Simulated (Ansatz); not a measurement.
**CsBr: equation of state**

How stiff is CsBr, and at what volume does the pressure vanish? The cell is scaled evenly, atoms carried along, and solved with LAPW, PAW and all-electron datasets made for the crystal.

Program: Ansatz 0.2.0. Level of theory: DFT PBE, scalar-relativistic. These are calculated values, not measurements.

## 1. The structure to begin with

It takes space group Pm-3m (No. 221, cubic). The conventional cell has a = 4.326 Å, b = 4.326 Å, c = 4.326 Å, α = 90.00°, β = 90.00°, γ = 90.00°. Cs (site symmetry m-3m) is surrounded by 8 Br at 3.75 Å. Br (site symmetry m-3m) has 8 Cs at 3.75 Å as nearest neighbours.

Coordinates:

```cif
data_structure
_symmetry_space_group_name_H-M 'P 1'
_symmetry_Int_Tables_number 1
_cell_length_a 4.3256
_cell_length_b 4.3256
_cell_length_c 4.3256
_cell_angle_alpha 90.000
_cell_angle_beta 90.000
_cell_angle_gamma 90.000
_cell_volume 80.94
loop_
_atom_site_label
_atom_site_type_symbol
_atom_site_fract_x
_atom_site_fract_y
_atom_site_fract_z
_atom_site_occupancy
Cs1 Cs 0.00000 0.00000 0.00000 1
Br1 Br 0.50000 0.50000 0.50000 1
```

Structure from a Materials Project entry, not relaxed further.

Atoms are numbered in the order of the input: Cs1, Br2.

## 2. Volume × 0.9405, LAPW

File input.yaml:

```yaml
crystal:
  lattice:
    - [4.2380706029, 0.0, 0.0]
    - [0.0, 4.2380706029, 0.0]
    - [0.0, 0.0, 4.2380706029]
  atoms:
    - { symbol: Cs, position: [0.0, 0.0, 0.0] }
    - { symbol: Br, position: [0.5, 0.5, 0.5] }
kpoints:
  mp_grid: { grid: [6, 6, 6] }
scf:
  occupations: { method: fermi_dirac, width: 0.02 }
hamiltonian:
  xc: pbe
  pseudopotentials: { kind: all_electron, lapw: { basis_error: 0.00025 } }
output:
  forces: true
  stress: true
  eigenvalues: true
```

The run is started by

```
ansatz run input.yaml --threads 1 --pin off --max-ram 2048MiB --backend cpu --events-out ev --progress --plain --runs-dir out
```

## 3. Volume × 0.9405, PAW

Changes to input.yaml since step 2:

```diff
@@ -14,3 +14,3 @@
   xc: pbe
-  pseudopotentials: { kind: all_electron, lapw: { basis_error: 0.00025 } }
+  pseudopotentials: { kind: paw }
 output:
@@ -19 +19,6 @@
   eigenvalues: true
+  efg: { contact_densities: true }
+  write_density: true
+  write_potential: true
+  elf: true
+  volumetric_format: npy
```

## 4. Volume × 0.9405, crystal datasets

Changes to input.yaml since step 3:

```diff
@@ -14,3 +14,3 @@
   xc: pbe
-  pseudopotentials: { kind: paw }
+  pseudopotentials: { kind: all_electron, datasets: crystal }
 output:
@@ -20,5 +20 @@
   efg: { contact_densities: true }
-  write_density: true
-  write_potential: true
-  elf: true
-  volumetric_format: npy
```

## 5. Volume × 0.97, LAPW

File input.yaml:

```yaml
crystal:
  lattice:
    - [4.2819260788, 0.0, 0.0]
    - [0.0, 4.2819260788, 0.0]
    - [0.0, 0.0, 4.2819260788]
  atoms:
    - { symbol: Cs, position: [0.0, 0.0, 0.0] }
    - { symbol: Br, position: [0.5, 0.5, 0.5] }
kpoints:
  mp_grid: { grid: [6, 6, 6] }
scf:
  occupations: { method: fermi_dirac, width: 0.02 }
hamiltonian:
  xc: pbe
  pseudopotentials: { kind: all_electron, lapw: { basis_error: 0.00025 } }
output:
  forces: true
  stress: true
  eigenvalues: true
```

## 6. Volume × 0.97, PAW

Changes to input.yaml since step 5:

```diff
@@ -14,3 +14,3 @@
   xc: pbe
-  pseudopotentials: { kind: all_electron, lapw: { basis_error: 0.00025 } }
+  pseudopotentials: { kind: paw }
 output:
@@ -19 +19,2 @@
   eigenvalues: true
+  efg: { contact_densities: true }
```

## 7. Volume × 1.03, LAPW

File input.yaml:

```yaml
crystal:
  lattice:
    - [4.3684529483, 0.0, 0.0]
    - [0.0, 4.3684529483, 0.0]
    - [0.0, 0.0, 4.3684529483]
  atoms:
    - { symbol: Cs, position: [0.0, 0.0, 0.0] }
    - { symbol: Br, position: [0.5, 0.5, 0.5] }
kpoints:
  mp_grid: { grid: [6, 6, 6] }
scf:
  occupations: { method: fermi_dirac, width: 0.02 }
hamiltonian:
  xc: pbe
  pseudopotentials: { kind: all_electron, lapw: { basis_error: 0.00025 } }
output:
  forces: true
  stress: true
  eigenvalues: true
```

## 8. Volume × 1.03, PAW

Changes to input.yaml since step 7:

```diff
@@ -14,3 +14,3 @@
   xc: pbe
-  pseudopotentials: { kind: all_electron, lapw: { basis_error: 0.00025 } }
+  pseudopotentials: { kind: paw }
 output:
@@ -19 +19,6 @@
   eigenvalues: true
+  efg: { contact_densities: true }
+  write_density: true
+  write_potential: true
+  elf: true
+  volumetric_format: npy
```

## 9. Volume × 1.06, LAPW

File input.yaml:

```yaml
crystal:
  lattice:
    - [4.4104598805, 0.0, 0.0]
    - [0.0, 4.4104598805, 0.0]
    - [0.0, 0.0, 4.4104598805]
  atoms:
    - { symbol: Cs, position: [0.0, 0.0, 0.0] }
    - { symbol: Br, position: [0.5, 0.5, 0.5] }
kpoints:
  mp_grid: { grid: [6, 6, 6] }
scf:
  occupations: { method: fermi_dirac, width: 0.02 }
hamiltonian:
  xc: pbe
  pseudopotentials: { kind: all_electron, lapw: { basis_error: 0.00025 } }
output:
  forces: true
  stress: true
  eigenvalues: true
```

## 10. Volume × 1.06, PAW

Changes to input.yaml since step 9:

```diff
@@ -14,3 +14,3 @@
   xc: pbe
-  pseudopotentials: { kind: all_electron, lapw: { basis_error: 0.00025 } }
+  pseudopotentials: { kind: paw }
 output:
@@ -19 +19,2 @@
   eigenvalues: true
+  efg: { contact_densities: true }
```

## 11. Volume × 1.06, crystal datasets

Changes to input.yaml since step 10:

```diff
@@ -14,3 +14,3 @@
   xc: pbe
-  pseudopotentials: { kind: paw }
+  pseudopotentials: { kind: all_electron, datasets: crystal }
 output:
```

(Steps that only read results are left out.)

Before running it: what results should come out? Wanted: equilibrium volume; bulk modulus (for each run or level that gives them).

**Answer**, as computed:

| quantity | value |
| --- | --- |
| equilibrium volume (LAPW) | 42.296 Å³/atom |
| bulk modulus (LAPW) | 12.2 GPa |
| its pressure derivative (LAPW) | 5.1 |
| equilibrium volume (PAW) | 42.297 Å³/atom |
| bulk modulus (PAW) | 12.2 GPa |
| its pressure derivative (PAW) | 5.1 |

By LAPW, the pressure vanishes at 42.30 Å³/atom (+4.5 % from the starting cell) and the bulk modulus there is 12.2 GPa (Birch-Murnaghan, third order). PAW's volume lies less than 0.01 % and its modulus less than 0.1 % from LAPW's. The gap goes from 4.66 eV at the smallest volume to 4.20 eV at the largest. No thermal or zero-point expansion is included. Spin-orbit coupling is left out, though the cell holds Cs; in elements this heavy it can shift bands and gaps by tenths of an eV.

The gaps are Kohn-Sham values of a semilocal functional, not quasiparticle or optical gaps. Such gaps usually fall short of the measured ones.
